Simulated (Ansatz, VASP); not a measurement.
## CdTe: VASP beside Ansatz

```
Cd Te
1.0
     0.00000    3.17040    3.27996
     3.17040    0.00000    3.27996
     3.17040    3.17040    0.00000
Cd Te
1 1
Cartesian
  0.0000 0.0000 0.0000
  1.5852 1.5852 1.6400
```

Change from the starting cell: biaxial_xy strain -3.3%.

Alike in both runs: task single point; functional r2SCAN; k mesh 6 × 6 × 6; no spin polarisation.

```csv
,VASP,Ansatz
version,VASP 6.6.1,Ansatz 0.2.0
potentials or method,"VASP PAW PBE potentials, release 64 (Cd, Te)","plane waves, PAW"
plane-wave cutoff (eV),520,500
occupations,"gaussian, width 0.01 eV",fixed
valence electrons in the cell,18,36
```

VASP gave:

```
gap on the k mesh at the Fermi level (eV)       : 1.33
pressure (GPa)                                  : 3.3
largest component of the traceless stress (GPa) : 0.36
```

Q: What did Ansatz give for the same quantities?

A: gap on the k mesh at the Fermi level (eV): 1.34; pressure (GPa): 3.1; largest component of the traceless stress (GPa): 0.36.

The two sets of potentials don't hold the same shells in valence.

Caveats: the PAW data sets were made with another functional, which shifts forces and pressure a little (VASP); spin-orbit coupling is left out, which moves the levels of the heavy elements.
